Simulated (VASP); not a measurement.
# CdS in VASP: one cell, several levels of theory, part 2 of 2

The system is CdS (h-MgO type), a generated structure that needn't be the ground state.

VASP 6.6.1, plane waves, PAW. The steps go on from the part before.

## 3. r2SCAN

INCAR reads:

```
ENCUT = 520.000000
SIGMA = 0.010000
EDIFF = 1.00e-07
ALGO = Normal
METAGGA = R2SCAN
PREC = Accurate
IBRION = -1
ISIF = 2
ISMEAR = 0
NBANDS = 26
NELM = 120
NSW = 0
LASPH = .TRUE.
LCHARG = .FALSE.
LWAVE = .FALSE.
LREAL = .FALSE.
```

KPOINTS reads:

```
KPOINTS created by Atomic Simulation Environment
0
Gamma
6 6 4
0 0 0
```

KPOINTS_OPT reads:

```
special points
6
Reciprocal
0.0000000000 0.0000000000 0.0000000000 1
0.5000000000 0.0000000000 0.0000000000 1
0.3333333333 0.3333333333 0.0000000000 1
0.0000000000 0.0000000000 0.5000000000 1
0.5000000000 0.0000000000 0.5000000000 1
0.3333333333 0.3333333333 0.5000000000 1
```

POSCAR reads:

```
Cd S
 1.0000000000000000
     4.6404183262138199    0.0000000000000000    0.0000000000000000
    -2.3202091631069099    4.0187201546880322    0.0000000000000000
     0.0000000000000000    0.0000000000000000    6.0504691820999996
 Cd  S
   2   2
Cartesian
  0.0000000000000000  2.6791467697920215  1.5126172955249999
  2.3202091631069099  1.3395733848960107  4.5378518865749999
  2.3202091631069099  1.3395733848960107  1.5126172955249999
  0.0000000000000000  2.6791467697920215  4.5378518865749999
```

Launch:

```sh
$ mpirun -np 1 vasp_std
```

Printed to the terminal (iteration lines stand in OSZICAR):

```text
POSCAR found type information on POSCAR CdS
 POSCAR found :  2 types and       4 ions
 -----------------------------------------------------------------------------
|                                                                             |
|                                                                             |
|     You enforced a specific xc type in the INCAR file but a different       |
|     I HOPE YOU KNOW WHAT YOU ARE DOING!                                     |
|                                                                             |
 -----------------------------------------------------------------------------

 LDA part: xc-table for (None), standard interpolation
 POSCAR, INCAR and KPOINTS ok, starting setup
 FFT: planning ... GRIDC
 FFT: planning ... GRID_SOFT
 FFT: planning ... GRID
 WAVECAR not read
 entering main loop
 Start KPOINTS_OPT (optional k-point list driver)
k-point batch [1-6\6]
```

OSZICAR:

```text
N       E                     dE             d eps       ncg     rms          rms(c)
DAV:   1     0.193598210535E+03    0.19360E+03   -0.17456E+04  1092   0.127E+03
DAV:   2    -0.539788637211E+02   -0.24758E+03   -0.23849E+03  1180   0.312E+02
DAV:   3    -0.690835755976E+02   -0.15105E+02   -0.14998E+02  1290   0.769E+01
DAV:   4    -0.692516836483E+02   -0.16811E+00   -0.16791E+00  1204   0.782E+00
DAV:   5    -0.692540956630E+02   -0.24120E-02   -0.24119E-02  1290   0.949E-01    0.748E+00
DAV:   6    -0.586684041652E+02    0.10586E+02   -0.78382E+00  1108   0.307E+01    0.104E+01
DAV:   7    -0.586155137374E+02    0.52890E-01   -0.61104E-01  1186   0.616E+00    0.744E+00
DAV:   8    -0.586673089410E+02   -0.51795E-01   -0.20114E-01  1194   0.415E+00    0.187E+00
DAV:   9    -0.586809034064E+02   -0.13594E-01   -0.43609E-02  1246   0.147E+00    0.373E-01
DAV:  10    -0.586810333320E+02   -0.12993E-03   -0.39320E-03  1134   0.511E-01    0.125E-01
DAV:  11    -0.586815084698E+02   -0.47514E-03   -0.67960E-04  1120   0.175E-01    0.953E-02
DAV:  12    -0.586815868205E+02   -0.78351E-04   -0.10305E-04  1170   0.855E-02    0.463E-02
DAV:  13    -0.586815779040E+02    0.89165E-05   -0.41766E-05  1204   0.468E-02    0.751E-03
DAV:  14    -0.586815783363E+02   -0.43228E-06   -0.15882E-06  1196   0.656E-03    0.721E-03
DAV:  15    -0.586815775808E+02    0.75546E-06   -0.29833E-07  1048   0.306E-03    0.929E-04
DAV:  16    -0.586815776727E+02   -0.91884E-07   -0.16702E-08   582   0.895E-04
   1 F= -.58681578E+02 E0= -.58681578E+02  d E =-.470066E-23
       N       E                     dE             ncg
DAV:   1     0.197715960156E+04   -0.39605E+04      312
DAV:   2     0.520229499055E+03   -0.14569E+04      360
DAV:   3     0.443388579351E+03   -0.76841E+02      390
DAV:   4     0.442661493853E+03   -0.72709E+00      348
DAV:   5     0.442650163420E+03   -0.11330E-01      344
DAV:   6     0.442649884704E+03   -0.27872E-03      348
DAV:   7     0.442649876481E+03   -0.82227E-05      362
DAV:   8     0.442649876220E+03   -0.26148E-06      344
DAV:   9     0.442649876211E+03   -0.87252E-08      254
```

Parts of OUTCAR:

```text
k-points           NKPTS =     21   k-points in BZ     NKDIM =     21   number of bands    NBANDS=     26

   NELECT =      36.0000    total number of electrons

   dimension x,y,z NGX =    36 NGY =   36 NGZ =   48
   dimension x,y,z NGXF=    72 NGYF=   72 NGZF=   96

  energy-cutoff  :      520.00
  volume of cell :      112.83
      direct lattice vectors                 reciprocal lattice vectors
     4.640418326  0.000000000  0.000000000     0.215497813  0.124417720  0.000000000
    -2.320209163  4.018720155  0.000000000     0.000000000  0.248835441  0.000000000
     0.000000000  0.000000000  6.050469182     0.000000000  0.000000000  0.165276439

 k-points in reciprocal lattice and weights: KPOINTS created by Atomic Simulation Env
   0.00000000  0.00000000  0.00000000       0.007
   0.16666667  0.00000000  0.00000000       0.042
   0.33333333  0.00000000  0.00000000       0.042
   0.50000000  0.00000000  0.00000000       0.021
   0.16666667  0.16666667  0.00000000       0.042
   0.33333333  0.16666667  0.00000000       0.083
   0.33333333  0.33333333  0.00000000       0.014
   0.00000000  0.00000000  0.25000000       0.014
[... 13 more k-points ...]

 E-fermi :   0.2241

 k-point     1 :       0.0000    0.0000    0.0000
  band No.  band energies     occupation
      1     -11.9492      2.00000
      2     -11.4429      2.00000
      3      -7.5785      2.00000
      4      -7.5785      2.00000
      5      -7.5738      2.00000
      6      -7.5738      2.00000
      7      -7.3754      2.00000
      8      -7.3754      2.00000
      9      -7.3543      2.00000
     10      -7.2487      2.00000
     11      -7.2487      2.00000
     12      -6.8181      2.00000
     13      -2.7702      2.00000
     14      -0.8973      2.00000
     15      -0.8973      2.00000
     16      -0.1300      2.00000
     17      -0.1300      2.00000
     18       0.0138      2.00000
     19       1.1988      0.00000
     20       1.4096      0.00000
     21       6.3109      0.00000
     22       6.3109      0.00000
     23       7.5633      0.00000
     24       7.5633      0.00000
     25       8.8285      0.00000
     26       9.1702      0.00000

 k-point     2 :       0.1667    0.0000    0.0000
  band No.  band energies     occupation
      1     -11.8790      2.00000
      2     -11.4302      2.00000
      3      -7.5484      2.00000
      4      -7.5472      2.00000
      5      -7.5342      2.00000
      6      -7.5341      2.00000
      7      -7.3841      2.00000
      8      -7.3839      2.00000
      9      -7.3350      2.00000
     10      -7.2696      2.00000
     11      -7.2435      2.00000
     12      -6.8316      2.00000
     13      -2.5811      2.00000
     14      -1.7390      2.00000
     15      -1.1644      2.00000
     16      -1.1149      2.00000
     17      -0.2730      2.00000
     18      -0.1143      2.00000
     19       2.2426      0.00000
     20       2.2940      0.00000
     21       5.7441      0.00000
     22       6.9194      0.00000
     23       7.3416      0.00000
     24       8.1067      0.00000
     25       8.1460      0.00000
     26       9.0109      0.00000

 k-point     3 :       0.3333    0.0000    0.0000
  band No.  band energies     occupation
      1     -11.7187      2.00000
      2     -11.4230      2.00000
      3      -7.4805      2.00000
      4      -7.4698      2.00000
      5      -7.4527      2.00000
      6      -7.4220      2.00000
      7      -7.4035      2.00000
      8      -7.3998      2.00000
      9      -7.3064      2.00000
     10      -7.2715      2.00000
     11      -7.2349      2.00000
     12      -6.8979      2.00000
     13      -2.7918      2.00000
     14      -2.2254      2.00000
     15      -2.1012      2.00000
     16      -1.6193      2.00000
     17      -0.5707      2.00000
     18      -0.4821      2.00000
     19       2.9500      0.00000
     20       3.4447      0.00000
     21       5.9786      0.00000
     22       7.0856      0.00000
     23       7.5420      0.00000
     24       8.5156      0.00000
     25       8.7324      0.00000
     26       8.8934      0.00000

 k-point     4 :       0.5000    0.0000    0.0000
  band No.  band energies     occupation
      1     -11.6130      2.00000
      2     -11.4442      2.00000
      3      -7.4459      2.00000
      4      -7.4164      2.00000
      5      -7.4148      2.00000
      6      -7.4100      2.00000
      7      -7.4070      2.00000
      8      -7.3747      2.00000
      9      -7.3222      2.00000
     10      -7.2312      2.00000
     11      -7.1141      2.00000
     12      -7.0404      2.00000
     13      -3.1910      2.00000
     14      -2.6964      2.00000
     15      -1.8221      2.00000
     16      -1.7191      2.00000
     17      -0.8133      2.00000
     18      -0.7180      2.00000
     19       2.9800      0.00000
     20       3.8073      0.00000
     21       6.6853      0.00000
     22       6.7010      0.00000
     23       8.1583      0.00000
     24       8.7091      0.00000
     25       8.7417      0.00000
     26      10.2412      0.00000

 k-point     5 :       0.1667    0.1667    0.0000
  band No.  band energies     occupation
      1     -11.7627      2.00000
      2     -11.4212      2.00000
      3      -7.5154      2.00000
      4      -7.4926      2.00000
      5      -7.4668      2.00000
      6      -7.4478      2.00000
      7      -7.4028      2.00000
      8      -7.3899      2.00000
      9      -7.3000      2.00000
     10      -7.2929      2.00000
     11      -7.2362      2.00000
     12      -6.8665      2.00000
     13      -2.4367      2.00000
     14      -2.2420      2.00000
     15      -2.0718      2.00000
     16      -1.5480      2.00000
     17      -0.6184      2.00000
     18      -0.3670      2.00000
     19       3.1508      0.00000
     20       3.3156      0.00000
     21       5.4639      0.00000
     22       7.3031      0.00000
     23       7.4512      0.00000
     24       8.1401      0.00000
     25       8.2336      0.00000
     26       9.0157      0.00000

[... the tables of k-points 6 to 21 left out ...]

  Total       -5.2803571     -5.2803571     -4.0165508      0.0000000      0.0000000      0.0000000
  in kB      -74.9790485    -74.9790485    -57.0334824      0.0000000      0.0000000      0.0000000
  external PRESSURE =     -68.9971931 kB  Pullay stress =       0.0000000 kB

 POSITION                                       TOTAL-FORCE (eV/Angst)
 -----------------------------------------------------------------------------------
      0.00000      2.67915      1.51262         0.000000     -0.000000      0.000000
      2.32021      1.33957      4.53785        -0.000000     -0.000000     -0.000000
      2.32021      1.33957      1.51262         0.000000      0.000000      0.000000
      0.00000      2.67915      4.53785        -0.000000     -0.000000      0.000000
 -----------------------------------------------------------------------------------
    total drift:                                0.000000     -0.000000     -0.000000

  FREE ENERGIE OF THE ION-ELECTRON SYSTEM (eV)
  ---------------------------------------------------
  free  energy   TOTEN  =       -58.6815776727 eV

  energy  without entropy=      -58.6815776727  energy(sigma->0) =      -58.68157767
```

Run time: 3 min. Hardware: 1 MPI rank of Intel Xeon Platinum 8488C, shared host; peak memory 0.27 GiB.

The levels at the points of KPOINTS_OPT are read from vasprun.xml.

Levels at the named points, in eV from the top of band v (v: the last filled band by count, c: the next):

| point | v−1 | v | c | c+1 |
| --- | --- | --- | --- | --- |
| Γ | -0.29 | -0.14 | 1.04 | 1.25 |
| M | -0.97 | -0.88 | 2.82 | 3.65 |
| K | -1.41 | -1.41 | 4.32 | 4.32 |
| A | -0.65 | -0.65 | 2.82 | 2.82 |
| L | -0.28 | -0.28 | 3.92 | 3.92 |
| H | 0.00 | 0.00 | 5.30 | 5.30 |

The r2SCAN gap is 1.04 eV and indirect (H to Γ), with 1.19 eV as the least direct one. The pressure is -6.90 GPa; the forces vanish within 0.01 eV/Å.

## 4. What came out

What follows sums up all 2 parts.

```
 level  gap (eV)  pressure (GPa)
   PBE      0.57           -5.35
r2SCAN      1.04           -6.90
```

In words: The gap runs from 0.57 eV (PBE) to 1.04 eV (r2SCAN). At this one volume the pressure spans -6.9 GPa (r2SCAN) to -5.4 GPa (PBE): PBE wants the largest cell and r2SCAN the smallest.
